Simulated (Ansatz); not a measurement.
# ZnS (Wurtzite-2H): optical response by level, part 2 of 2

How does ZnS (Wurtzite-2H) absorb light if electrons and holes don't interact? The runs, in order: HSE06 for the gap; optics with PBE on 6×6×4; optics with r2SCAN on 6×6×4; optics with PBE and scissors to the HSE06 gap on 6×6×4.

Ansatz 0.2.0; plane waves, PAW; no local fields, no excitons. The steps go on from the part before.

## Step 4: Optics, r2SCAN

Input file input.yaml:

```yaml
crystal:
  lattice:
    - [3.8054280153, 0.0, 0.0]
    - [-1.9027140076, 3.2955973335, 0.0]
    - [0.0, 0.0, 6.2440175084]
  atoms:
    - { symbol: Zn, position: [0.3333333333, 0.6666666667, 0.0053397643] }
    - { symbol: Zn, position: [0.6666666667, 0.3333333333, 0.5053397643] }
    - { symbol: S, position: [0.3333333333, 0.6666666667, 0.3796602357] }
    - { symbol: S, position: [0.6666666667, 0.3333333333, 0.8796602357] }
kpoints:
  mp_grid: { grid: [6, 6, 4] }
hamiltonian:
  xc: r2scan
scf:
  occupations: { method: fixed }
output:
  optics:
    e_range: [0, 14]
    de: 0.05
    sigma: 0.1
    bands: { spectra_wanted_up_to: 14 }
  write_density: true
  write_potential: true
  elf: true
  volumetric_format: npy
```

On the command line:

```
> ansatz run input.yaml --threads 4 --pin off --max-ram 3686MiB --backend cpu --events-out ev --progress --plain --runs-dir out
```

Standard output:

```text
Warning: RAYON_NUM_THREADS=4 ignored (pool sized by the plan → 4); use --threads N
Engine: ansatz 0.2.0, aarch64-unknown-linux-gnu
Pseudopotentials: kind: paw
Pseudopotential: Zn, paw, valence charge 12, recommended cutoff 500 eV (meta_gga), Zn.paw.azcp
Pseudopotential: S, paw, valence charge 6, recommended cutoff 500 eV (meta_gga), S.paw.azcp
Functional definition: r2SCAN
  parameter k0 = 0.174
  parameter k1 = 0.065
  parameter a1 = 4.9479
  exchange = r2scan_x(k0 = k0, k1 = k1, a1 = a1)
  correlation = r2scan_c
Crystal: 4 atoms, lattice volume = 78.307 Å³
Basis set: ecut = 500 eV, 1973 PW (Γ), exchange–correlation on 120×120×192 points (64 copies of the dense FFT grid, shifted against one another)
Bands: 22, of which v1, the nominal top of the filled ones, is band 18 counted from 1 (17 counted from 0)
Symmetry: 12 space group operations
Space group: P63mc (ITA 186), of the structure as read, at distance tolerance 4.3e-5 Å
k-points: 21 of 144 (time reversal used)
Non-local potential: Zn, projectors of the file, l = 0: 2, l = 1: 2, l = 2: 3, l = 3: 1
Non-local potential: S, projectors of the file, l = 0: 2, l = 1: 2, l = 2: 2
PAW form: soft (Blöchl's): semilocal exchange-correlation on the pseudo side does not see the compensation charge
PAW frozen core: Zn, regenerated for the run's functional (the file was generated under x = pbe(κ = 0.804, μ = 0.2195149727645171), c = pbe(β = 0.06672455060314922))
PAW frozen core: S, regenerated for the run's functional (the file was generated under x = pbe(κ = 0.804, μ = 0.2195149727645171), c = pbe(β = 0.06672455060314922))
PAW one-centre angular grid: Zn, 590 points (default); XC on 261 of its mesh's 2673 points in the sphere
PAW one-centre angular grid: S, 302 points (default); XC on 160 Gauss nodes
Initial density: superposition of atomic densities (neutral atoms: chi_scale 0, normalization atom), corrected by the library's trained network
Initial wavefunctions: pseudopotential atomic-orbital guess
Functional: x = r2scan, c = r2scan; τ floored in thin density (d = 2e-4 eV/Å³)
SCF iter   1: F=—  HF=-8466.891314 eV  |F-HF|=—  |Δ(HF+E_count)|=         —  Δρ=1.56e-2  dr2=9.34e-2  dr2_τ=1.34e-2  ethr=1.77e-3  ⟨swp⟩=4.7  Hψ=1977  notcnv=0  defer=38
preconditioner: auto → Resta (q_TF=auto, 2.397 Å⁻¹)  ε∞=5.8  [insulator: Δε(μ)=2.764 eV  Ē_g=11.461 eV  n_scr=22 (ndim 8)  ℏωp=25.2 eV  f_vac=0.037  ε∞_Penn≈5.8]
SCF iter   2: F=—  HF=-8466.891740 eV  |F-HF|=—  |Δ(HF+E_count)|=   4.26e-4  Δρ=2.41e-3  dr2=2.74e-3  dr2_τ=5.24e-4  ethr=2.59e-4  ⟨swp⟩=2.1  Hψ=1014  notcnv=0  defer=40
SCF iter   3: F=—  HF=-8466.888504 eV  |F-HF|=—  |Δ(HF+E_count)|=   3.24e-3  Δρ=3.28e-3  dr2=3.92e-3  dr2_τ=2.84e-5  ethr=7.61e-6  ⟨swp⟩=2.3  Hψ=851  notcnv=0  defer=40
SCF iter   4: F=—  HF=-8466.888200 eV  |F-HF|=—  |Δ(HF+E_count)|=   3.03e-4  Δρ=6.97e-4  dr2=2.02e-4  dr2_τ=6.79e-6  ethr=7.61e-6  ⟨swp⟩=3.0  Hψ=806  notcnv=0  defer=40
SCF iter   5: F=—  HF=-8466.888233 eV  |F-HF|=—  |Δ(HF+E_count)|=   3.26e-5  Δρ=1.61e-4  dr2=1.57e-5  dr2_τ=4.92e-7  ethr=5.61e-7  ⟨swp⟩=2.0  Hψ=838  notcnv=0
SCF iter   6: F=—  HF=-8466.888236 eV  |F-HF|=—  |Δ(HF+E_count)|=   3.28e-6  Δρ=4.35e-5  dr2=9.22e-7  dr2_τ=5.00e-9  ethr=4.36e-8  ⟨swp⟩=2.0  Hψ=840  notcnv=0
SCF iter   7: F=—  HF=-8466.888237 eV  |F-HF|=—  |Δ(HF+E_count)|=   1.13e-6  Δρ=5.52e-6  dr2=2.38e-8  dr2_τ=4.90e-10  ethr=2.56e-9  ⟨swp⟩=2.8  Hψ=854  notcnv=0
SCF iter   8: F=—  HF=-8466.888237 eV  |F-HF|=—  |Δ(HF+E_count)|=   1.53e-8  Δρ=1.16e-6  dr2=1.31e-9  dr2_τ=3.32e-11  ethr=6.62e-11  ⟨swp⟩=3.0  Hψ=838  notcnv=0
SCF iter   9: F=—  HF=-8466.888237 eV  |F-HF|=—  |Δ(HF+E_count)|=  9.70e-10  Δρ=2.28e-7  dr2=3.60e-11  dr2_τ=2.03e-12  ethr=3.64e-12  ⟨swp⟩=2.0  Hψ=840  notcnv=0
SCF iter  10: F=-8466.888237 eV  HF=-8466.888237 eV  |F-HF|=1.82e-12  |Δ(HF+E_count)|=  3.09e-11  Δρ=3.40e-8  dr2=1.04e-12  dr2_τ=2.35e-14  ethr=1.00e-12  ⟨swp⟩=3.8  Hψ=1393  notcnv=0
SCF 1 converged in 10 iterations: F = -8466.888237 eV  dr2 = 1.04e-12
NSCF: frozen V_eff on 21 k-points
Optics k sum: 0 of 21 k-points
[...]
output.optics: what the bands over the 44 summed would add to eps1, eps2 and the energy-loss function is held between a lower and an upper bound (8 Lanczos steps). eps1, eps2 and their loss function (loss_summed_bands) are given on every row as the summed bands alone make them. Along an axis, on a row where the two bounds hold the loss function to about 1 % of the greater of itself and 0.5 % of |1/eps|, its cell (loss_completed) is given, with the completed eps1 and eps2 that it is formed of (a cell that is left empty reads nan in the table and null in the record). The two bounds hold it so along every axis on all 281 rows up to 14.000 eV. The run works to bound the rows up to 14.000 eV and no higher ones: a peak of the loss function over that energy may be left empty with no warning. To have the run work for it, set output.optics.bands.spectra_wanted_up_to to a higher energy. perfect_screening_sum, loss_f_sum_n_eff and, beside carriers, perfect_screening_limit are those of loss_summed_bands: over the bounded function the two sums would run over rows that are not all bounded, and lack what the bands left out lay past the top of the energy grid. Bounded is said of the bands left out alone, which are those that the basis at basis.ecutwfc holds: it says nothing of that cutoff, of the k-point mesh, of what the sum inside its cells errs by (eps2_relative_error), of the factors of all_electron_strengths, nor of how far the SCF is converged. The bands left out are taken at the k-points, and what their mean over the points' cells stands off that by is in neither bound: the run's estimate of it, which the test of a row counts in, is 0.01 % of |eps| at the most among the values given; where the mean stood off by over 0.5 % the points' spread read 0.1 to 3 times that
SCF converged after 10 iterations
Free energy (F): -8466.888237 eV
Harris-Foulkes:  -8466.888237 eV  (|F-HF|=1.82e-12)
Internal energy: -8466.888237 eV  (E = F + TS)
E sigma→0 (E₀):  -8466.888237 eV
Fermi energy:    5.629783 eV
--- Per-component energies (eV) ---
  E_band       = -2.375705
  E_kinetic    = 475.210213
  E_local      = -4089.276391  (includes V_loc(G=0)·N_el)
  E_nonlocal   = 1293.311470
  E_hartree    = 1716.197004
  E_xc         = -431.602857
  E_vxc        = -296.479475  (∫ρ·V_xc dr)
  E_paw        = -4919.930361  (= ΣΔE_a)
  E_vpaw       = -832.195254  (= ΣTr[D̂ρ^β])
  E_aug_tail   = -0.000119  (compensation charges beyond the density's cutoff)
  E_vtau       = 14.659811  (kinetic-family band-sum trace: ∫τ·v_τ [+ j·A + Jᵃ·Aᵃ] dr)
  E_ewald      = -2510.212426
  E_core_change = -0.584771  (= ΣΔE_core)
  E_smearing   = -0.000000  (= −TS)
  E_closure    = -0.000000  (closes the sum)
  Σ components = -8466.888237   (vs F -8466.888237, Δ=0.00e0)
--- Band table (eV; the first three rows and the last of 21) ---
  k-point 0: bands = ["-8.1286", "-7.1643", "-0.9056", "-0.8911", "-0.8911", "-0.8008", "-0.8008", "-0.4022", "-0.4022", "-0.3244", "-0.3244", "-0.1695", "0.1562", "4.7079", "4.7079", "5.5451", "5.6298", "5.6298", "8.4102", "9.2398", "12.4014", "12.4014"]
  k-point 1: bands = ["-8.0063", "-7.3285", "-0.9101", "-0.8816", "-0.8816", "-0.8180", "-0.8180", "-0.6477", "-0.3881", "-0.3881", "-0.3329", "-0.3329", "1.1543", "4.4730", "4.8334", "4.8334", "5.4840", "5.4840", "9.2813", "9.4006", "12.3603", "12.4927"]
  k-point 2: bands = ["-7.6879", "-7.6879", "-0.8723", "-0.8723", "-0.8536", "-0.8536", "-0.8536", "-0.8536", "-0.3577", "-0.3577", "-0.3577", "-0.3577", "2.7307", "2.7307", "5.1486", "5.1486", "5.1486", "5.1486", "9.7309", "9.7309", "12.8559", "12.8559"]
  k-point 20: bands = ["-6.9080", "-6.9080", "-0.7495", "-0.7495", "-0.7163", "-0.7163", "-0.4851", "-0.4851", "-0.4022", "-0.4022", "-0.0246", "-0.0246", "0.7998", "0.7998", "2.4933", "2.4933", "4.2269", "4.2269", "10.6099", "10.6099", "12.3142", "12.3142"]
```

Run time: 42 s. Hardware: 4 threads of Arm Neoverse V1, shared host; peak memory 0.86 GiB.

From the head of optics.tsv:

```
# eps_inf(xx yy zz) = 5.565756 5.565756 5.656216
# eps_inf_bands = all
# eps_inf_summed_bands(xx yy zz) = 5.484849 5.484849 5.575422
# eps_inf_completed(xx yy zz) = 5.565756 5.565756 5.656216
# eps2_relative_error = 0.0008
# eps_inf_relative_error = 0.0040
# f_sum_n_eff(xx yy zz) = 17.155842 17.155842 17.155855 of n_electrons = 36.000000
# n_bands = 44
# n_bands_set_by = photon_energy
# valid_up_to_ev = 22.856233
# least_direct_gap_ev = 2.780432e0 at k(fractional) = 0.000000 0.000000 0.000000, k_point = 0, channel = 0, bands = 17 18 (counted from 0)
```

The dielectric function from optics.tsv (yy equals xx), one row in 15 (narrow peaks fall between the rows):

```csv
E (eV),ε₂ xx,ε₂ zz,ε₁ xx,ε₁ zz
2.60,0.00,0.00,6.56,6.67
3.35,0.73,0.83,7.25,7.52
4.10,1.10,1.33,8.28,8.40
4.85,3.76,2.45,10.34,11.58
5.60,7.99,10.30,10.19,8.09
6.35,11.47,9.56,5.05,2.41
7.10,9.07,9.81,3.97,3.93
7.85,8.16,7.33,-1.50,-1.02
8.60,5.68,6.60,-1.66,-1.83
9.35,4.32,4.10,-2.94,-2.76
10.10,2.97,2.83,-1.64,-1.29
10.85,3.07,3.16,-1.83,-1.80
11.60,1.95,1.92,-1.95,-1.99
12.35,1.53,1.56,-1.27,-1.24
13.10,1.15,1.09,-1.16,-1.19
13.85,1.11,1.05,-0.78,-0.71
```

Tallest peaks of ε₂ (mean of the periodic axes): 10.9 at 5.80 eV, 10.8 at 6.35 eV, 11.6 at 7.40 eV.

## Step 5: Optics, PBE + 1.23 eV scissors

The scissors of 1.232 eV comes from the difference of HSE06 and PBE direct gaps in separate runs.

Edit input.yaml of step 4 so:

```diff
@@ -13,3 +13,3 @@
 hamiltonian:
-  xc: r2scan
+  xc: pbe
 scf:
@@ -22,5 +22,2 @@
     bands: { spectra_wanted_up_to: 14 }
-  write_density: true
-  write_potential: true
-  elf: true
-  volumetric_format: npy
+    scissors: 1.232
```

On the command line:

```
> ansatz run input.yaml --threads 4 --pin off --max-ram 3686MiB --backend cpu --events-out ev --progress --plain --runs-dir out
```

Standard output:

```text
Warning: RAYON_NUM_THREADS=4 ignored (pool sized by the plan → 4); use --threads N
[... 9 set-up lines as earlier in the session ...]
Crystal: 4 atoms, lattice volume = 78.307 Å³
Basis set: ecut = 420 eV, 1521 PW (Γ)
Bands: 22, of which v1, the nominal top of the filled ones, is band 18 counted from 1 (17 counted from 0)
[... 2 set-up lines as earlier in the session ...]
k-points: 21 of 144 (time reversal used)
[... 8 set-up lines as earlier in the session ...]
SCF iter   1: F=—  HF=-8445.437283 eV  |F-HF|=—  |Δ(HF+E_count)|=         —  Δρ=4.59e-4  dr2=1.49e-4  ethr=1.77e-3  ⟨swp⟩=5.0  Hψ=1969  notcnv=0  defer=39
preconditioner: auto → Resta (q_TF=auto, 2.397 Å⁻¹)  ε∞=6.6  [insulator: Δε(μ)=2.209 eV  Ē_g=10.671 eV  n_scr=22 (ndim 8)  ℏωp=25.2 eV  f_vac=0.038  ε∞_Penn≈6.6]
SCF iter   2: F=—  HF=-8445.437568 eV  |F-HF|=—  |Δ(HF+E_count)|=   2.85e-4  Δρ=4.08e-4  dr2=1.01e-4  ethr=4.14e-7  ⟨swp⟩=2.6  Hψ=1132  notcnv=0  defer=39
SCF iter   3: F=—  HF=-8445.437645 eV  |F-HF|=—  |Δ(HF+E_count)|=   7.70e-5  Δρ=1.20e-4  dr2=1.06e-5  ethr=2.82e-7  ⟨swp⟩=2.0  Hψ=800  notcnv=0  defer=39
SCF iter   4: F=—  HF=-8445.437657 eV  |F-HF|=—  |Δ(HF+E_count)|=   1.24e-5  Δρ=6.76e-5  dr2=4.03e-6  ethr=2.94e-8  ⟨swp⟩=2.0  Hψ=840  notcnv=0  defer=5
SCF iter   5: F=—  HF=-8445.437655 eV  |F-HF|=—  |Δ(HF+E_count)|=   2.22e-6  Δρ=2.26e-5  dr2=3.33e-7  ethr=1.12e-8  ⟨swp⟩=2.1  Hψ=744  notcnv=0
SCF iter   6: F=—  HF=-8445.437655 eV  |F-HF|=—  |Δ(HF+E_count)|=   1.02e-7  Δρ=9.68e-6  dr2=5.86e-8  ethr=9.26e-10  ⟨swp⟩=2.5  Hψ=830  notcnv=0
SCF iter   7: F=—  HF=-8445.437655 eV  |F-HF|=—  |Δ(HF+E_count)|=   1.06e-8  Δρ=2.63e-6  dr2=4.62e-9  ethr=1.63e-10  ⟨swp⟩=3.0  Hψ=893  notcnv=0
SCF iter   8: F=—  HF=-8445.437655 eV  |F-HF|=—  |Δ(HF+E_count)|=  7.82e-11  Δρ=6.35e-7  dr2=3.49e-10  ethr=1.28e-11  ⟨swp⟩=3.0  Hψ=893  notcnv=0
SCF iter   9: F=-8445.437655 eV  HF=-8445.437655 eV  |F-HF|=7.28e-12  |Δ(HF+E_count)|=  2.18e-11  Δρ=1.32e-7  dr2=8.44e-12  ethr=1.00e-12  ⟨swp⟩=2.4  Hψ=1858  notcnv=0
SCF 1 converged in 9 iterations: F = -8445.437655 eV  dr2 = 8.44e-12
NSCF: frozen V_eff on 21 k-points
Optics k sum: 0 of 21 k-points
[...]
output.optics: what the bands over the 42 summed would add to eps1, eps2 and the energy-loss function is held between a lower and an upper bound (8 Lanczos steps). eps1, eps2 and their loss function (loss_summed_bands) are given on every row as the summed bands alone make them. Along an axis, on a row where the two bounds hold the loss function to about 1 % of the greater of itself and 0.5 % of |1/eps|, its cell (loss_completed) is given, with the completed eps1 and eps2 that it is formed of (a cell that is left empty reads nan in the table and null in the record). The two bounds hold it so along every axis on all 281 rows up to 14.000 eV. The run works to bound the rows up to 14.000 eV and no higher ones: a peak of the loss function over that energy may be left empty with no warning. To have the run work for it, set output.optics.bands.spectra_wanted_up_to to a higher energy. perfect_screening_sum, loss_f_sum_n_eff and, beside carriers, perfect_screening_limit are those of loss_summed_bands: over the bounded function the two sums would run over rows that are not all bounded, and lack what the bands left out lay past the top of the energy grid. Bounded is said of the bands left out alone, which are those that the basis at basis.ecutwfc holds: it says nothing of that cutoff, of the k-point mesh, of what the sum inside its cells errs by (eps2_relative_error), of the factors of all_electron_strengths, nor of how far the SCF is converged. The bands left out are taken at the k-points, and what their mean over the points' cells stands off that by is in neither bound: the run's estimate of it, which the test of a row counts in, is 0.02 % of |eps| at the most among the values given; where the mean stood off by over 0.5 % the points' spread read 0.1 to 3 times that
SCF converged after 9 iterations
Free energy (F): -8445.437655 eV
Harris-Foulkes:  -8445.437655 eV  (|F-HF|=7.28e-12)
Internal energy: -8445.437655 eV  (E = F + TS)
E sigma→0 (E₀):  -8445.437655 eV
Fermi energy:    5.906993 eV
--- Per-component energies (eV) ---
  E_band       = 12.918590
  E_kinetic    = 477.246761
  E_local      = -4077.907743  (includes V_loc(G=0)·N_el)
  E_nonlocal   = 1285.424452
  E_hartree    = 1706.057526
  E_xc         = -469.100070
  E_vxc        = -279.509181  (∫ρ·V_xc dr)
  E_paw        = -4856.945409  (= ΣΔE_a)
  E_vpaw       = -804.449926  (= ΣTr[D̂ρ^β])
  E_aug_tail   = -0.000747  (compensation charges beyond the density's cutoff)
  E_ewald      = -2510.212426
  E_smearing   = -0.000000  (= −TS)
  E_closure    = -0.000000  (closes the sum)
  Σ components = -8445.437655   (vs F -8445.437655, Δ=0.00e0)
--- Band table (eV; the first three rows and the last of 21) ---
  k-point 0: bands = ["-7.3159", "-6.3705", "-0.4665", "-0.4523", "-0.4523", "-0.3688", "-0.3688", "-0.0015", "-0.0015", "0.0769", "0.0769", "0.2299", "0.5398", "5.0081", "5.0081", "5.8245", "5.9070", "5.9070", "8.1198", "9.0125", "12.1912", "12.1912"]
  k-point 1: bands = ["-7.1964", "-6.5320", "-0.4734", "-0.4439", "-0.4439", "-0.3850", "-0.3850", "-0.2318", "0.0129", "0.0129", "0.0684", "0.0684", "1.5063", "4.7250", "5.1299", "5.1299", "5.7641", "5.7641", "9.0174", "9.1649", "12.1420", "12.2863"]
  k-point 2: bands = ["-6.8847", "-6.8847", "-0.4430", "-0.4430", "-0.4183", "-0.4183", "-0.4183", "-0.4183", "0.0436", "0.0436", "0.0436", "0.0436", "3.0288", "3.0288", "5.4366", "5.4366", "5.4366", "5.4366", "9.4708", "9.4708", "12.6437", "12.6437"]
  k-point 20: bands = ["-6.1196", "-6.1196", "-0.3285", "-0.3285", "-0.2903", "-0.2903", "-0.0754", "-0.0754", "-0.0005", "-0.0005", "0.3744", "0.3744", "1.1413", "1.1413", "2.8470", "2.8470", "4.5429", "4.5429", "10.3984", "10.3984", "12.2298", "12.2298"]
```

Run time: 30 s. Hardware: 4 threads of Arm Neoverse V1, shared host; peak memory 0.69 GiB.

From the head of optics.tsv:

```
# eps_inf(xx yy zz) = 5.347063 5.347063 5.430113
# eps_inf_bands = all
# eps_inf_summed_bands(xx yy zz) = 5.260679 5.260679 5.344019
# eps_inf_completed(xx yy zz) = 5.347063 5.347063 5.430113
# eps2_relative_error = 0.0009
# eps_inf_relative_error = 0.0039
# f_sum_n_eff(xx yy zz) = 16.259305 16.259305 16.265334 of n_electrons = 36.000000
# n_bands = 42
# n_bands_set_by = photon_energy
# valid_up_to_ev = 22.076670
# least_direct_gap_ev = 2.212758e0 at k(fractional) = 0.000000 0.000000 0.000000, k_point = 0, channel = 0, bands = 17 18 (counted from 0)
```

The dielectric function from optics.tsv (yy equals xx), one row in 14 (narrow peaks fall between the rows):

```tsv
E (eV)	ε₂ xx	ε₂ zz	ε₁ xx	ε₁ zz
3.25	0.00	0.00	6.62	6.72
3.95	0.85	0.93	7.31	7.59
4.65	1.22	1.44	8.10	8.24
5.35	3.62	2.18	10.29	10.13
6.05	6.78	11.41	9.83	11.08
6.75	9.53	11.60	5.21	4.23
7.45	8.99	7.55	2.36	4.05
8.15	12.88	12.12	1.13	-0.50
8.85	7.61	6.99	-2.57	-1.44
9.55	5.97	5.72	-1.77	-3.03
10.25	3.67	3.39	-2.99	-2.98
10.95	3.11	2.96	-1.84	-1.37
11.65	2.98	3.13	-2.20	-2.19
12.35	1.76	1.75	-2.08	-2.12
13.05	1.53	1.56	-1.47	-1.48
13.75	1.09	1.04	-1.29	-1.32
```

Tallest peaks of ε₂ (mean of the periodic axes): 11.6 at 6.55 eV, 11.0 at 7.10 eV, 12.6 at 8.15 eV.

## Step 6: Comparison

```csv
level,mesh,least direct gap on the mesh (eV),ε∞,tallest peak of ε₂,time
PBE,6×6×4,2.21,"6.21 (xx, yy), 6.32 (zz)",12.6 at 6.90 eV,32 s
r2SCAN,6×6×4,2.78,"5.57 (xx, yy), 5.66 (zz)",11.6 at 7.40 eV,42 s
PBE + 1.23 eV scissors,6×6×4,3.44,"5.35 (xx, yy), 5.43 (zz)",12.6 at 8.15 eV,30 s
```

## Step 7: Results

The summary covers parts 1 to 2.

| quantity | value |
| --- | --- |
| ε∞, PBE | 6.21 (xx, yy), 6.32 (zz) |
| ε∞, r2SCAN | 5.57 (xx, yy), 5.66 (zz) |
| ε∞, PBE + 1.23 eV scissors | 5.35 (xx, yy), 5.43 (zz) |
| tallest peak of ε₂, PBE | 12.6 at 6.90 eV |
| tallest peak of ε₂, r2SCAN | 11.6 at 7.40 eV |
| tallest peak of ε₂, PBE + 1.23 eV scissors | 12.6 at 8.15 eV |
| HSE06 direct gap | 3.45 eV |

**Reading.** From PBE to PBE + 1.23 eV scissors the direct gap grows from 2.21 to 3.44 eV, and ε∞ goes from 6.24 to 5.37 (mean of the axes): a wider gap screens less. The response is anisotropic: with PBE ε∞ is 6.21 (xx, yy), 6.32 (zz). Local fields and excitons are left out: both change ε∞, and without excitons the onset lacks its lines.
